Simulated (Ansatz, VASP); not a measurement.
# One calculation of MgS, two programs

```xyz
4
Lattice="4.1516 0.0000 0.0000 0.0000 5.8713 0.0000 0.0000 0.0000 3.8031" Properties=species:S:1:pos:R:3 pbc="T T T"
Mg    0.0000    0.0402    0.0000
Mg    2.0758    2.9758    1.9016
S     2.0758    1.4277    0.0000
S     0.0000    4.3633    1.9016
```

The cell was built by a generator and needn't be a form met in nature.

Alike in both runs: functional LDA; k mesh 6 × 4 × 6; occupations gaussian, width 0.02 eV; no spin polarisation.

Ansatz relaxed the structure, and its values are those at the end. VASP's run is a single point on that final structure, the one shown.

|  | VASP | Ansatz |
| --- | --- | --- |
| version | VASP 6.6.1 | Ansatz 0.2.0 |
| potentials or method | VASP PAW LDA potentials, release 64 (Mg, S) | scalar-relativistic, plane waves, PAW |
| plane-wave cutoff (eV) | 520 | 420 |
| valence electrons in the cell | 16 | 32 |

```tsv
	VASP	Ansatz	Ansatz less VASP
gap on the k mesh at the Fermi level (eV)	2.66	2.66	-0.009
least direct gap on the mesh (eV)	2.66	2.66	-0.009
pressure (GPa)	-3.6	-3.3	+0.33
```

The two sets of potentials don't hold the same shells in valence. Ansatz warned: «pseudo_functional_mismatch».

A hybrid or GW would open this gap; LDA tends to underestimate it.
